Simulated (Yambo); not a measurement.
# SiC (Moissanite 3C) (F-43m) in Yambo: a series of runs, part 2 of 3

Yambo 5.3.0.

## Step 4: Optical spectrum, PBEsol

Contents of optics4.in:

```
optics
chi
Chimod= "HARTREE"
% BndsRnXd
 1 | 29 |
%
NGsBlkXd= 1 Ry
% LongDrXd
 1 | 1 | 0 |
%
% QpntsRXd
 1 | 1 |
%
% EnRngeXd
 0 | 15 | eV
%
% DmRngeXd
 0.05 | 0.05 | eV
%
ETStpsXd= 150
```

Contents of scf.in:

```
&CONTROL
  calculation = 'scf'
  prefix = 'pwscf'
  outdir = './tmp'
  pseudo_dir = './pseudo'
/
&SYSTEM
  ibrav = 0
  nat = 2
  ntyp = 2
  ecutwfc = 82
  nbnd = 9
  occupations = 'smearing'
  smearing = 'fd'
  degauss = 0.00367493
  force_symmorphic = .true.
/
&ELECTRONS
  conv_thr = 4d-10
  electron_maxstep = 120
  mixing_beta = 0.5
/
ATOMIC_SPECIES
Si    28.0850 Si.upf
C     12.0110 C.upf
CELL_PARAMETERS angstrom
   0.0000000000    2.1790000000    2.1790000000
   2.1790000000    0.0000000000    2.1790000000
   2.1790000000    2.1790000000    0.0000000000
ATOMIC_POSITIONS crystal
Si     0.0000000000    0.0000000000    0.0000000000
C      0.7500000000    0.7500000000    0.7500000000
K_POINTS automatic
12 12 12 0 0 0
```

Contents of nscf.in:

```
&CONTROL
  calculation = 'nscf'
  prefix = 'pwscf'
  outdir = './tmp'
  pseudo_dir = './pseudo'
/
&SYSTEM
  ibrav = 0
  nat = 2
  ntyp = 2
  ecutwfc = 82
  nbnd = 29
  occupations = 'fixed'
  force_symmorphic = .true.
/
&ELECTRONS
  conv_thr = 1d-08
  diago_full_acc = .true.
  diago_thr_init = 1d-06
/
ATOMIC_SPECIES
Si    28.0850 Si.upf
C     12.0110 C.upf
CELL_PARAMETERS angstrom
   0.0000000000    2.1790000000    2.1790000000
   2.1790000000    0.0000000000    2.1790000000
   2.1790000000    2.1790000000    0.0000000000
ATOMIC_POSITIONS crystal
Si     0.0000000000    0.0000000000    0.0000000000
C      0.7500000000    0.7500000000    0.7500000000
K_POINTS automatic
12 12 12 0 0 0
```

Potentials or basis: PseudoDojo 0.4.1 SR PBEsol standard.

Started as:

```
> OMP_NUM_THREADS=1 pw.x -in scf.in > scf.out
> OMP_NUM_THREADS=1 pw.x -in nscf.in > nscf.out
> cd tmp/pwscf.save; p2y; mv SAVE ../..; cd ../..
> OMP_NUM_THREADS=1 yambo
> OMP_NUM_THREADS=1 yambo -F optics4.in -J optics4 -C optics4_out
```

Yambo's report:

```text
[... sections 02.01 to 02.04 as in the set-up run ...]

  [02.05] Energies & Occupations
  ==============================

  [X] === General ===
  [X] Electronic Temperature                        :  0.000000  0.000000 [eV K]
  [X] Bosonic    Temperature                        :  0.000000  0.000000 [eV K]
  [X] Finite Temperature mode                       : no
  [X] El. density                                   :  0.38662E+24 [cm-3]
  [X] Fermi Level                                   :  9.438293 [eV]

  [X] === Gaps and Widths ===
  [X] Conduction Band Min                           :  1.240578 [eV]
  [X] Valence Band Max                              :  0.000000 [eV]
  [X] Filled Bands                                  :   4
  [X] Empty Bands                                   :   5  29
  [X] Direct Gap                                    :  4.458127 [eV]
  [X] Direct Gap localized at k                     :   43
  [X] Indirect Gap                                  :  1.240578 [eV]
  [X] Indirect Gap between kpts                     :    1   43
  [X] Last valence band width                       :  4.754514 [eV]
  [X] 1st conduction band width                     :  5.713716 [eV]

 [03] Transferred momenta grid and indexing
 ==========================================

 IBZ Q-points                                      :   72
 BZ  Q-points                                      :  1728

 K/Q-points units:
 rlu = crystal or reduced units; cc = cartesian coordinates; iku = interal k-units

 Q [ 1]         [rlu]:  0.000000  0.000000  0.000000
 Q [ 2]         [rlu]: -0.72797E-18 -0.72797E-18  0.83333E-01
 Q [ 3]         [rlu]:  0.16734E-16  0.16734E-16  0.16667
 Q [ 4]         [rlu]: -0.86518E-17 -0.86518E-17  0.25000
 Q [ 5]         [rlu]:  0.33468E-16  0.33468E-16  0.33333
 Q [ 6]         [rlu]: -0.67377E-17 -0.67377E-17  0.41667
 Q [ 7]         [rlu]:  0.17304E-16  0.17304E-16 -0.50000
 Q [ 8]         [rlu]:  0.98813E-17  0.83333E-01  0.83333E-01
 Q [ 9]         [rlu]:  0.40550E-17  0.83333E-01  0.16667
 Q [10]         [rlu]:  0.28560E-17  0.83333E-01  0.25000
 Q [11]         [rlu]:  0.95379E-17  0.83333E-01  0.33333
 Q [12]         [rlu]:  0.16220E-16  0.83333E-01  0.41667
 Q [13]         [rlu]: -0.27753E-16  0.83333E-01  0.50000
 Q [14]         [rlu]:  0.19188E-16  0.83333E-01 -0.41667
 Q [15]         [rlu]: -0.14278E-16  0.83333E-01 -0.33333
[... 33 lines left out ...]
 Q [49]         [rlu]:  0.083333  0.250000  0.333333
 Q [50]         [rlu]:  0.083333  0.250000  0.416667

 Remaining 22 points informations can be written running with -fatlog

 [04] Dipoles
 ============

  [04.01] Setup: observables and procedures
  =========================================

  [WF-Oscillators/G space/Transverse up loader] Normalization (few states)  min/max  :  0.63888E-16   1.0000

  [WR./optics4//ndb.dipoles]------------------------------------------------------
   Brillouin Zone Q/K grids (IBZ/BZ)                :    72  1728    72  1728
   RL vectors                                       :  2397 [WF]
   Fragmentation                                    : yes
   Electronic Temperature                           :  0.000000 [K]
   Bosonic    Temperature                           :  0.000000 [K]
   DIP band range                                   :   1  29
   DIP band range limits                            :   4   5
   DIP e/h energy range                             : -1.000000 -1.000000 [eV]
   RL vectors in the sum                            :  2397
   [r,Vnl] included                                 : yes
   Bands ordered                                    : yes
   Direct v evaluation                              : no
   Approach used                                    : G-space v
   Dipoles computed                                 : R V P [G-space]
   Wavefunctions                                    : Perdew, Burke & Ernzerhof SOL(X)+Perdew, Burke & Ernzerhof SOL(C)

  [WARNING] [r,Vnl^pseudo] included in position and velocity dipoles.

  [WARNING] In case H contains other non local terms, these are neglected

 [05] Optics
 ===========

 [X-CG] R(p) Tot o/o(of R):    6375  172800     100
```

It took 40 s on 1 thread of Arm Neoverse V2, shared host; peak memory 0.5 GiB.

Results:

* Band gap on the k mesh, mean-field level: 1.24 eV, indirect (least direct gap 4.46 eV)
* Electronic dielectric constant along the field: 6.95
* Electronic dielectric constant along the field, independent particles: 7.34

Dielectric function (along the field direction of the input):
```
energy (eV)  real part  imaginary part
       0.30       6.96            0.04
       0.60       6.99            0.04
       1.01       7.07            0.04
       1.41       7.19            0.04
       1.71       7.31            0.05
       2.11       7.52            0.05
       2.52       7.81            0.06
       2.92       8.18            0.07
       3.22       8.55            0.09
       3.62       9.21            0.12
       4.03      10.23            0.18
       4.43      12.43            1.32
       4.73      13.18            1.87
       5.13      16.16            5.67
       5.54      14.39            3.44
       5.94      11.77           14.56
       6.24      17.98            7.30
       6.64       8.59           17.32
       7.05      -5.21           26.67
       7.45       1.30            7.54
       7.75       4.28            7.02
       8.15       3.90           14.27
       8.56      -8.36           11.52
       8.96      -4.02            8.95
       9.26      -3.44           10.25
       9.66      -6.10            5.83
      10.07      -3.86            4.97
      10.47      -1.21            3.75
      10.77      -1.18            6.05
      11.17      -3.53            4.92
      11.58      -3.35            3.11
      11.98      -2.65            3.00
      12.28      -2.67            1.95
      12.68      -2.70            2.72
      13.09      -1.87            1.83
      13.49      -1.78            1.59
      13.79      -2.01            1.77
      14.19      -1.73            1.09
      14.60      -1.87            1.22
      15.00      -1.32            1.95
```

Caveat: spectra need much finer meshes, so this one isn't converged; these spectra lack excitons.

## Step 5: Optical spectrum, PBEsol

Contents of optics5.in:

```
optics
chi
tddft
Chimod= "LRC"
% BndsRnXd
 1 | 29 |
%
NGsBlkXd= 2 Ry
% LongDrXd
 0 | 1 | 0 |
%
% QpntsRXd
 1 | 1 |
%
% EnRngeXd
 0 | 15 | eV
%
% DmRngeXd
 0.1 | 0.1 | eV
%
ETStpsXd= 200
LRC_alpha= -0.3
```

scf.in is that of step 4.

nscf.in is that of step 4.

Potentials or basis: PseudoDojo 0.4.1 SR PBEsol standard.

Started as:

```
> OMP_NUM_THREADS=1 pw.x -in scf.in > scf.out
> OMP_NUM_THREADS=1 pw.x -in nscf.in > nscf.out
> cd tmp/pwscf.save; p2y; mv SAVE ../..; cd ../..
> OMP_NUM_THREADS=1 yambo
> OMP_NUM_THREADS=1 yambo -F optics5.in -J optics5 -C optics5_out
```

Yambo's report:

```text
[... sections 02.01 to 02.04 as in the set-up run ...]

  [02.05] Energies & Occupations
  ==============================

  [X] === General ===
  [X] Electronic Temperature                        :  0.000000  0.000000 [eV K]
  [X] Bosonic    Temperature                        :  0.000000  0.000000 [eV K]
  [X] Finite Temperature mode                       : no
  [X] El. density                                   :  0.38662E+24 [cm-3]
  [X] Fermi Level                                   :  9.438293 [eV]

  [X] === Gaps and Widths ===
  [X] Conduction Band Min                           :  1.240578 [eV]
  [X] Valence Band Max                              :  0.000000 [eV]
  [X] Filled Bands                                  :   4
  [X] Empty Bands                                   :   5  29
  [X] Direct Gap                                    :  4.458127 [eV]
  [X] Direct Gap localized at k                     :   43
  [X] Indirect Gap                                  :  1.240578 [eV]
  [X] Indirect Gap between kpts                     :    1   43
  [X] Last valence band width                       :  4.754514 [eV]
  [X] 1st conduction band width                     :  5.713716 [eV]

 [03] Transferred momenta grid and indexing
 ==========================================

 IBZ Q-points                                      :   72
 BZ  Q-points                                      :  1728

 K/Q-points units:
 rlu = crystal or reduced units; cc = cartesian coordinates; iku = interal k-units

 Q [ 1]         [rlu]:  0.000000  0.000000  0.000000
 Q [ 2]         [rlu]: -0.72797E-18 -0.72797E-18  0.83333E-01
 Q [ 3]         [rlu]:  0.16734E-16  0.16734E-16  0.16667
 Q [ 4]         [rlu]: -0.86518E-17 -0.86518E-17  0.25000
 Q [ 5]         [rlu]:  0.33468E-16  0.33468E-16  0.33333
 Q [ 6]         [rlu]: -0.67377E-17 -0.67377E-17  0.41667
 Q [ 7]         [rlu]:  0.17304E-16  0.17304E-16 -0.50000
 Q [ 8]         [rlu]:  0.98813E-17  0.83333E-01  0.83333E-01
 Q [ 9]         [rlu]:  0.40550E-17  0.83333E-01  0.16667
 Q [10]         [rlu]:  0.28560E-17  0.83333E-01  0.25000
 Q [11]         [rlu]:  0.95379E-17  0.83333E-01  0.33333
 Q [12]         [rlu]:  0.16220E-16  0.83333E-01  0.41667
 Q [13]         [rlu]: -0.27753E-16  0.83333E-01  0.50000
 Q [14]         [rlu]:  0.19188E-16  0.83333E-01 -0.41667
 Q [15]         [rlu]: -0.14278E-16  0.83333E-01 -0.33333
[... 33 lines left out ...]
 Q [49]         [rlu]:  0.083333  0.250000  0.333333
 Q [50]         [rlu]:  0.083333  0.250000  0.416667

 Remaining 22 points informations can be written running with -fatlog

 [04] Dipoles
 ============

  [04.01] Setup: observables and procedures
  =========================================

  [WF-Oscillators/G space/Transverse up loader] Normalization (few states)  min/max  :  0.63888E-16   1.0000

  [WR./optics5//ndb.dipoles]------------------------------------------------------
   Brillouin Zone Q/K grids (IBZ/BZ)                :    72  1728    72  1728
   RL vectors                                       :  2397 [WF]
   Fragmentation                                    : yes
   Electronic Temperature                           :  0.000000 [K]
   Bosonic    Temperature                           :  0.000000 [K]
   DIP band range                                   :   1  29
   DIP band range limits                            :   4   5
   DIP e/h energy range                             : -1.000000 -1.000000 [eV]
   RL vectors in the sum                            :  2397
   [r,Vnl] included                                 : yes
   Bands ordered                                    : yes
   Direct v evaluation                              : no
   Approach used                                    : G-space v
   Dipoles computed                                 : R V P [G-space]
   Wavefunctions                                    : Perdew, Burke & Ernzerhof SOL(X)+Perdew, Burke & Ernzerhof SOL(C)

  [WARNING] [r,Vnl^pseudo] included in position and velocity dipoles.

  [WARNING] In case H contains other non local terms, these are neglected

 [05] Optics
 ===========

 [X-CG] R(p) Tot o/o(of R):    6375  172800     100
```

Wall time 41 s (1 thread of Arm Neoverse V2, shared host); peak memory 0.5 GiB.

Results:

| Property | Result |
| --- | --- |
| Band gap on the k mesh, mean-field level | 1.24 eV, indirect (least direct gap 4.46 eV) |
| Electronic dielectric constant along the field | 7.92 |
| Electronic dielectric constant along the field, independent particles | 7.33 |

Dielectric function (along the field direction of the input):
```tsv
energy (eV)	real part	imaginary part
0.30	7.94	0.11
0.75	8.01	0.11
1.28	8.19	0.12
1.81	8.48	0.14
2.26	8.85	0.16
2.79	9.46	0.20
3.32	10.40	0.28
3.84	11.96	0.46
4.30	14.70	1.20
4.82	16.00	6.95
5.35	17.81	10.46
5.80	16.29	20.73
6.33	16.09	28.86
6.86	-7.34	17.66
7.39	-2.18	6.38
7.84	1.13	9.72
8.37	-4.83	15.10
8.89	-4.57	6.04
9.42	-4.41	5.38
9.87	-3.52	4.10
10.40	-2.46	3.01
10.93	-3.84	4.58
11.38	-3.46	2.74
11.91	-2.75	2.39
12.44	-1.81	1.58
12.96	-1.86	1.40
13.42	-1.74	1.51
13.94	-1.61	1.68
14.47	-1.46	1.47
15.00	-1.26	1.46
```

Caveat: the long-range kernel's strength is typed, not fitted to the crystal's screening; spectra need much finer meshes, so this one isn't converged; independent-particle spectra lack excitons.

(Part 2 of 3 ends here.)
